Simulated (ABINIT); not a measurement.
## A GW run on BN (Qingsongite) in ABINIT, with inputs changed

A base run on BN (Qingsongite), then changed inputs.

Main program and level: ABINIT 10.8.3; PBE and many-body steps on it, plane waves.

## Step 1: The structure

Symmetry: F-43m, No. 216, cubic system. The conventional cell has a = 3.615 Å, b = 3.615 Å, c = 3.615 Å, α = 90.00°, β = 90.00°, γ = 90.00°. Nearest to B lie 4 N at 1.57 Å. Nearest to N lie 4 B at 1.57 Å. Farther neighbours and most contacts between anions are not listed.

The cell and positions come from the Crystallography Open Database and are kept as given unless a step says otherwise.

## Step 2: Screening, 8×8×8 mesh, 48 bands, screening to 217.7 eV

This step: ABINIT 10.8.3; RPA screening on PBE, plane waves, norm-conserving pseudopotentials.

The RPA dielectric matrix is built and inverted for each q.

File run.abi:

```
acell 3*1.0 Angstrom
rprim 
  -0.000000000000 1.807500000000 1.807500000000
  1.807500000000 0.000000000000 1.807500000000
  1.807500000000 1.807500000000 -0.000000000000
ntypat 2
znucl 5 7
natom 2
typat 1 2
xred 
  0.000000000000 0.000000000000 0.000000000000
  0.250000000000 0.250000000000 0.250000000000
pp_dirpath "pseudos"
pseudos "B.upf, N.upf"
ecut 36
ngkpt 8 8 8
nshiftk 1
shiftk 0 0 0
kptopt 1
chksymbreak 0
istwfk *1
occopt 1
irdwfk 1
optdriver 3
nband 48
ecuteps 8
inclvkb 2
awtr 1
symchi 1
indata_prefix "in"
outdata_prefix "out"
tmpdata_prefix "tmp"
```

On the command line:

```bash
$ OMP_NUM_THREADS=1 mpirun -n 8 abinit run.abi > log
```

The log of the run:

```text
.Version 10.8.3 of ABINIT. v10.8.2 released Aug 2026.

 Symmetries : space group F-4 3 m (#216); Bravais cF (face-center cubic)
[... echo of the input left out ...]
== DATASET  1 ==================================================================
-   mpi_nproc: 8, omp_nthreads: 1 (-1 if OMP is not activated)

--- !DatasetInfo
iteration_state: {dtset: 1, }
dimensions: {natom: 2, nkpt: 29, mband: 48, nsppol: 1, nspinor: 1, nspden: 1, mpw: 869, }
cutoff_energies: {ecut:  36.0, pawecutdg:  -1.0, }
electrons: {nelect:   8.00000000E+00, charge:   0.00000000E+00, occopt:   1.00000000E+00, tsmear:   1.00000000E-02, }

 SCREENING: Calculation of the susceptibility and dielectric matrices

 Based on a program developped by R.W. Godby, V. Olevano, G. Onida, and L. Reining.
 Incorporated in ABINIT by V. Olevano, G.-M. Rignanese, and M. Torrent.
.Using double precision arithmetic ; gwpc =  8

[... cell and pseudopotentials left out ...]
--------------------------------------------------------------------------------

 ==== K-mesh for the wavefunctions ====
 Number of points in the irreducible wedge :    29
[... list of points left out ...]
 Together with 24 symmetry operations and time-reversal symmetry
 yields   512 points in the full Brillouin Zone.

 ==== Q-mesh for the screening function ====
 Number of points in the irreducible wedge :    29
[... list of points left out ...]
 Together with 24 symmetry operations and time-reversal symmetry
 yields   512 points in the full Brillouin Zone.

 setmesh: FFT mesh size selected  =    20x   20x   20
          total number of points  =         8000

 vcoul_init : cutoff-mode = AUXILIARY_FUNCTION
 q-points for optical limit:   1
     1)      0.000010    0.000020    0.000030

- screening: taking advantage of time-reversal symmetry
- Maximum band index for partially occupied states nbvw = 4
- Remaining bands to be divided among processors   nbcw = 44
- Number of bands treated by each node ~5

 Number of electrons calculated from density =    8.0000; Expected =    8.0000
 average of density, n =  0.100376
 r_s =    1.3348
 omega_plasma =   30.5612 [eV]

 calculating chi0 at frequencies [eV] :
  1    0.000000E+00    0.000000E+00
  2    0.000000E+00    3.056116E+01

--------------------------------------------------------------------------------
  q-point number  1        q = ( 0.000000, 0.000000, 0.000000) [r.l.u.]
--------------------------------------------------------------------------------
[... chi0 elements left out ...]
 For q-point:  0.000010 0.000020 0.000030
  dielectric constant =   4.3166
  dielectric constant without local fields =   4.6599

  Average fulfillment of the sum rule on Im[epsilon] for q-point    1 :     80.90  [%]
[... wings left out ...]
  q-point number  2        q = ( 0.125000, 0.000000, 0.000000) [r.l.u.]
--------------------------------------------------------------------------------
[... chi0 elements left out ...]
  Average fulfillment of the sum rule on Im[epsilon] for q-point    2 :     95.24  [%]

 [... 27 further q-points ...]
```

The job ended after 8.5 s (8 MPI ranks of AMD EPYC 9R45, shared host; peak memory 0.98 GiB; 66 s of CPU time).

Numbers from this step:

```
ε∞ with local fields, on this mesh, along the program's q direction : 4.317
the same without local fields                                       : 4.660
plasma frequency                                                    : 30.56 eV
plane waves in the screening matrix                                 : 65
```

Local fields lower ε∞ by 7 %.

## Step 3: Base

The self-energy is evaluated for the states that the input lists, and the levels follow from it, in one-shot runs by the linearised quasiparticle equation.

This step: G0W0 on PBE, plane waves, norm-conserving pseudopotentials.

Edit run.abi of step 2 so:

```diff
@@ -23,8 +23,17 @@
 irdwfk 1
-optdriver 3
+optdriver 4
 nband 48
+gwcalctyp 0
+ecutsigx 36
+symsigma 1
+nkptgw 2
+kptgw 
+  0.0000000000 0.0000000000 0.0000000000
+  0.5000000000 0.5000000000 0.0000000000
+bdgw 
+  2 7
+  3 6
 ecuteps 8
-inclvkb 2
-awtr 1
-symchi 1
+irdscr 1
+ppmodel 1
 indata_prefix "in"
```

The log of the run:

```text
.Version 10.8.3 of ABINIT. v10.8.2 released Aug 2026.

 Symmetries : space group F-4 3 m (#216); Bravais cF (face-center cubic)
[... echo of the input left out ...]
== DATASET  1 ==================================================================
-   mpi_nproc: 8, omp_nthreads: 1 (-1 if OMP is not activated)

--- !DatasetInfo
iteration_state: {dtset: 1, }
dimensions: {natom: 2, nkpt: 29, mband: 48, nsppol: 1, nspinor: 1, nspden: 1, mpw: 869, }
cutoff_energies: {ecut:  36.0, pawecutdg:  -1.0, }
electrons: {nelect:   8.00000000E+00, charge:   0.00000000E+00, occopt:   1.00000000E+00, tsmear:   1.00000000E-02, }

 SIGMA: Calculation of the GW corrections

 Based on a program developped by R.W. Godby, V. Olevano, G. Onida, and L. Reining.
 Incorporated in ABINIT by V. Olevano, G.-M. Rignanese, and M. Torrent.
.Using double precision arithmetic ; gwpc =  8

[... cell and pseudopotentials left out ...]
--------------------------------------------------------------------------------

 ==== K-mesh for the wavefunctions ====
 Number of points in the irreducible wedge :    29
[... list of points left out ...]
 Together with 24 symmetry operations and time-reversal symmetry
 yields   512 points in the full Brillouin Zone.

 ==== Q-mesh for screening function ====
 Number of points in the irreducible wedge :    29
[... list of points left out ...]
 Together with 24 symmetry operations and time-reversal symmetry
 yields   512 points in the full Brillouin Zone.

 vcoul_init : cutoff-mode = AUXILIARY_FUNCTION
 q-points for optical limit:   1
     1)      0.000010    0.000020    0.000030
 setmesh: FFT mesh size selected  =    25x   25x   25
          total number of points  =        15625

 Number of electrons calculated from density =    8.0000; Expected =    8.0000
 average of density, n =  0.100376
 r_s =    1.3348
 omega_plasma =   30.5612 [eV]

 === KS Band Gaps ===
  >>>> For spin  1
   Minimum direct gap =   8.8782 [eV], located at k-point      :   0.0000  0.0000  0.0000
   Fundamental gap    =   4.5349 [eV], Top of valence bands at :   0.0000  0.0000  0.0000
                                       Bottom of conduction at :   0.5000  0.5000  0.0000
 SIGMA fundamental parameters:
 PLASMON POLE MODEL  1
 number of plane-waves for SigmaX                  869
 number of plane-waves for SigmaC and W             65
 number of plane-waves for wavefunctions           869
 number of bands                                    48
 number of independent spin polarizations            1
 number of spinorial components                      1
 number of k-points in IBZ                          29
 number of q-points in IBZ                          29
 number of symmetry operations                      24
 number of k-points in BZ                          512
 number of q-points in BZ                          512
 number of frequencies for dSigma/dE                 9
 frequency step for dSigma/dE [eV]                0.25
 number of omega for Sigma on real axis              0
 max omega for Sigma on real axis  [eV]           0.00
 zcut for avoiding poles [eV]                     0.10

 EPSILON^-1 parameters (SCR file):
 dimension of the eps^-1 matrix on file             65
 dimension of the eps^-1 matrix used                65
 number of plane-waves for wavefunctions           869
 number of bands                                    48
 number of q-points in IBZ                          29
 number of frequencies                               2
 number of real frequencies                          1
 number of imag frequencies                          1

 matrix elements of self-energy operator (all in [eV])

 Perturbative Calculation

--- !SelfEnergy_ee
iteration_state: {dtset: 1, }
kpoint     : [   0.000,    0.000,    0.000, ]
spin       : 1
KS_gap     :    8.878
QP_gap     :   10.868
Delta_QP_KS:    1.990
data: !SigmaeeData |
     Band     E0 <VxcDFT>   SigX SigC(E0)      Z dSigC/dE  Sig(E)    E-E0       E
        2   8.220 -18.520 -22.080   2.705   0.829  -0.206 -19.229  -0.709   7.511
        3   8.220 -18.520 -22.080   2.705   0.829  -0.206 -19.229  -0.709   7.511
        4   8.220 -18.520 -22.080   2.705   0.829  -0.206 -19.229  -0.709   7.511
        5  17.099 -13.778  -7.152  -5.108   0.843  -0.186 -12.498   1.281  18.379
        6  17.099 -13.778  -7.152  -5.108   0.843  -0.186 -12.498   1.281  18.379
        7  17.099 -13.778  -7.152  -5.108   0.843  -0.186 -12.498   1.281  18.379

--- !SelfEnergy_ee
iteration_state: {dtset: 1, }
kpoint     : [   0.500,    0.500,    0.000, ]
spin       : 1
KS_gap     :    9.442
QP_gap     :   11.363
Delta_QP_KS:    1.921
data: !SigmaeeData |
     Band     E0 <VxcDFT>   SigX SigC(E0)      Z dSigC/dE  Sig(E)    E-E0       E
        3   3.313 -16.496 -21.657   3.658   0.820  -0.219 -17.729  -1.233   2.080
        4   3.313 -16.496 -21.657   3.658   0.820  -0.219 -17.729  -1.233   2.080
        5  12.755 -12.570  -7.394  -4.370   0.855  -0.170 -11.881   0.689  13.444
        6  17.562 -12.696  -6.779  -4.958   0.851  -0.175 -11.879   0.817  18.379

== END DATASET(S) ==============================================================
================================================================================

 -outvars: echo values of variables after computation  --------
           etotal      0.0000000000E+00
            nband          48
             nkpt          29
          spgroup         216
 [... the other variables as echoed above ...]

 Calculation completed.
```

It took 2 s on 8 MPI ranks; peak memory 0.12 GiB; 14 s of CPU time.

This step gave:

| Quantity | Value |
| --- | --- |
| G0W0 gap on the points computed | 5.933 eV |
| starting gap on the mesh | 4.535 eV |
| k of the valence top | 0, 0, 0 |
| k of the conduction bottom | 0.5, 0.5, 0 |
| Z at the valence top | 0.829 |
| Z at the conduction bottom | 0.855 |
| least direct G0W0 gap on the computed points | 10.87 eV |

The gap on the mesh goes from 4.53 eV to 5.93 eV, a correction of +1.40 eV.

## Step 4: Smaller part of the screening matrix

Edit run.abi of step 3 so:

```diff
@@ -35,3 +35,3 @@
   3 6
-ecuteps 8
+ecuteps 4
 irdscr 1
```

The log of the run:

```text
.Version 10.8.3 of ABINIT. v10.8.2 released Aug 2026.

 Symmetries : space group F-4 3 m (#216); Bravais cF (face-center cubic)
[... echo of the input left out ...]
== DATASET  1 ==================================================================
-   mpi_nproc: 8, omp_nthreads: 1 (-1 if OMP is not activated)

--- !DatasetInfo
iteration_state: {dtset: 1, }
dimensions: {natom: 2, nkpt: 29, mband: 48, nsppol: 1, nspinor: 1, nspden: 1, mpw: 869, }
cutoff_energies: {ecut:  36.0, pawecutdg:  -1.0, }
electrons: {nelect:   8.00000000E+00, charge:   0.00000000E+00, occopt:   1.00000000E+00, tsmear:   1.00000000E-02, }

 SIGMA: Calculation of the GW corrections

 Based on a program developped by R.W. Godby, V. Olevano, G. Onida, and L. Reining.
 Incorporated in ABINIT by V. Olevano, G.-M. Rignanese, and M. Torrent.
.Using double precision arithmetic ; gwpc =  8

[... cell and pseudopotentials left out ...]
--------------------------------------------------------------------------------

 ==== K-mesh for the wavefunctions ====
 Number of points in the irreducible wedge :    29
[... list of points left out ...]
 Together with 24 symmetry operations and time-reversal symmetry
 yields   512 points in the full Brillouin Zone.

 ==== Q-mesh for screening function ====
 Number of points in the irreducible wedge :    29
[... list of points left out ...]
 Together with 24 symmetry operations and time-reversal symmetry
 yields   512 points in the full Brillouin Zone.

 vcoul_init : cutoff-mode = AUXILIARY_FUNCTION
 q-points for optical limit:   1
     1)      0.000010    0.000020    0.000030
 setmesh: FFT mesh size selected  =    25x   25x   25
          total number of points  =        15625

 Number of electrons calculated from density =    8.0000; Expected =    8.0000
[...]
number of omega for Sigma on real axis              0
 max omega for Sigma on real axis  [eV]           0.00
 zcut for avoiding poles [eV]                     0.10

 EPSILON^-1 parameters (SCR file):
 dimension of the eps^-1 matrix on file             65
 dimension of the eps^-1 matrix used                27
 number of plane-waves for wavefunctions           869
 number of bands                                    48
 number of q-points in IBZ                          29
 number of frequencies                               2
 number of real frequencies                          1
 number of imag frequencies                          1

 matrix elements of self-energy operator (all in [eV])

 Perturbative Calculation

--- !SelfEnergy_ee
iteration_state: {dtset: 1, }
kpoint     : [   0.000,    0.000,    0.000, ]
spin       : 1
KS_gap     :    8.878
QP_gap     :   10.764
Delta_QP_KS:    1.886
data: !SigmaeeData |
     Band     E0 <VxcDFT>   SigX SigC(E0)      Z dSigC/dE  Sig(E)    E-E0       E
        2   8.220 -18.520 -22.080   2.955   0.836  -0.196 -19.025  -0.506   7.715
        3   8.220 -18.520 -22.080   2.955   0.836  -0.196 -19.025  -0.506   7.715
        4   8.220 -18.520 -22.080   2.955   0.836  -0.196 -19.025  -0.506   7.715
[...]
--- !SelfEnergy_ee
iteration_state: {dtset: 1, }
kpoint     : [   0.500,    0.500,    0.000, ]
spin       : 1
KS_gap     :    9.442
QP_gap     :   11.235
Delta_QP_KS:    1.793
data: !SigmaeeData |
     Band     E0 <VxcDFT>   SigX SigC(E0)      Z dSigC/dE  Sig(E)    E-E0       E
[...]
5  12.755 -12.570  -7.394  -4.360   0.858  -0.166 -11.870   0.700  13.455
        6  17.562 -12.696  -6.779  -4.881   0.854  -0.171 -11.811   0.885  18.447

== END DATASET(S) ==============================================================
================================================================================

 -outvars: echo values of variables after computation  --------
           etotal      0.0000000000E+00
            nband          48
             nkpt          29
          spgroup         216
 [... the other variables as echoed above ...]

 Calculation completed.
```

Wall time 1.8 s (8 MPI ranks); peak memory 0.12 GiB.

This step gave:

```yaml
g0w0_gap_on_the_points_computed: 5.74 eV
starting_gap_on_the_mesh: 4.535 eV
k_of_the_valence_top: 0, 0, 0
k_of_the_conduction_bottom: 0.5, 0.5, 0
z_at_the_valence_top: 0.836
z_at_the_conduction_bottom: 0.858
least_direct_g0w0_gap_on_the_computed_points: 10.76 eV
```

## Step 5: Scissors in G

Edit run.abi of step 4 so:

```diff
@@ -35,5 +35,6 @@
   3 6
-ecuteps 4
+ecuteps 8
 irdscr 1
 ppmodel 1
+mbpt_sciss 0.5 eV
 indata_prefix "in"
```

The log of the run:

```text
.Version 10.8.3 of ABINIT. v10.8.2 released Aug 2026.

 Symmetries : space group F-4 3 m (#216); Bravais cF (face-center cubic)
[... echo of the input left out ...]
== DATASET  1 ==================================================================
-   mpi_nproc: 8, omp_nthreads: 1 (-1 if OMP is not activated)

--- !DatasetInfo
iteration_state: {dtset: 1, }
dimensions: {natom: 2, nkpt: 29, mband: 48, nsppol: 1, nspinor: 1, nspden: 1, mpw: 869, }
cutoff_energies: {ecut:  36.0, pawecutdg:  -1.0, }
electrons: {nelect:   8.00000000E+00, charge:   0.00000000E+00, occopt:   1.00000000E+00, tsmear:   1.00000000E-02, }

 SIGMA: Calculation of the GW corrections

 Based on a program developped by R.W. Godby, V. Olevano, G. Onida, and L. Reining.
 Incorporated in ABINIT by V. Olevano, G.-M. Rignanese, and M. Torrent.
.Using double precision arithmetic ; gwpc =  8

[... cell and pseudopotentials left out ...]
--------------------------------------------------------------------------------

 ==== K-mesh for the wavefunctions ====
 Number of points in the irreducible wedge :    29
[... list of points left out ...]
 Together with 24 symmetry operations and time-reversal symmetry
 yields   512 points in the full Brillouin Zone.

 ==== Q-mesh for screening function ====
 Number of points in the irreducible wedge :    29
[... list of points left out ...]
 Together with 24 symmetry operations and time-reversal symmetry
 yields   512 points in the full Brillouin Zone.

 vcoul_init : cutoff-mode = AUXILIARY_FUNCTION
 q-points for optical limit:   1
     1)      0.000010    0.000020    0.000030
 setmesh: FFT mesh size selected  =    25x   25x   25
          total number of points  =        15625

 Number of electrons calculated from density =    8.0000; Expected =    8.0000
[...]
max omega for Sigma on real axis  [eV]           0.00
 zcut for avoiding poles [eV]                     0.10
 scissor energy [eV]                              0.50

 EPSILON^-1 parameters (SCR file):
 dimension of the eps^-1 matrix on file             65
 dimension of the eps^-1 matrix used                65
 number of plane-waves for wavefunctions           869
 number of bands                                    48
 number of q-points in IBZ                          29
 number of frequencies                               2
 number of real frequencies                          1
 number of imag frequencies                          1

 matrix elements of self-energy operator (all in [eV])

 Perturbative Calculation

--- !SelfEnergy_ee
iteration_state: {dtset: 1, }
kpoint     : [   0.000,    0.000,    0.000, ]
spin       : 1
KS_gap     :    8.878
QP_gap     :   10.917
Delta_QP_KS:    2.039
data: !SigmaeeData |
     Band     E0 <VxcDFT>   SigX SigC(E0)      Z dSigC/dE  Sig(E)    E-E0       E
        2   8.220 -18.520 -22.080   2.729   0.830  -0.205 -19.209  -0.690   7.531
        3   8.220 -18.520 -22.080   2.729   0.830  -0.205 -19.209  -0.690   7.531
        4   8.220 -18.520 -22.080   2.729   0.830  -0.205 -19.209  -0.690   7.531
[...]
--- !SelfEnergy_ee
iteration_state: {dtset: 1, }
kpoint     : [   0.500,    0.500,    0.000, ]
spin       : 1
KS_gap     :    9.442
QP_gap     :   11.410
Delta_QP_KS:    1.968
data: !SigmaeeData |
     Band     E0 <VxcDFT>   SigX SigC(E0)      Z dSigC/dE  Sig(E)    E-E0       E
[...]
5  12.755 -12.570  -7.394  -4.384   0.855  -0.169 -11.820   0.750  13.505
        6  17.562 -12.696  -6.779  -4.968   0.851  -0.174 -11.813   0.883  18.445

== END DATASET(S) ==============================================================
================================================================================

 -outvars: echo values of variables after computation  --------
           etotal      0.0000000000E+00
            nband          48
             nkpt          29
          spgroup         216
 [... the other variables as echoed above ...]

 Calculation completed.
```

Run time: 2 s. Hardware: 8 MPI ranks; peak memory 0.12 GiB.

This step gave:

```
G0W0 gap on the points computed              : 5.974 eV
starting gap on the mesh                     : 4.535 eV
k of the valence top                         : 0, 0, 0
k of the conduction bottom                   : 0.5, 0.5, 0
Z at the valence top                         : 0.83
Z at the conduction bottom                   : 0.855
least direct G0W0 gap on the computed points : 10.92 eV
```

(Part 1 of 2 ends here.)

[Paths, hosts, dates, memory and timing lines, banners, echoed tables and standing remarks are left out of the program output.]

[Logs are printed without paths, hosts, clocks, repeated set-up lines and the standing remarks that a program may print on its own settings, such as how far it seeks lower states.]

[Runs of the session that timed out or met a known fault of the program may be left out.]

[Hosts, paths, dates, database ids (printed as entryN), source tags and the programs' standing remarks are cut or masked in the printed files.]

[G0W0 gaps are taken among the corrected bands and points alone; a level outside them can change the order at an edge.]

[Where Ansatz stands beside ABINIT at settings called matched, ABINIT's density can come from a denser mesh and the files from another edition; pairs whose starting gaps differed by over 0.03 eV were left out, so agreement reads better than it is.]
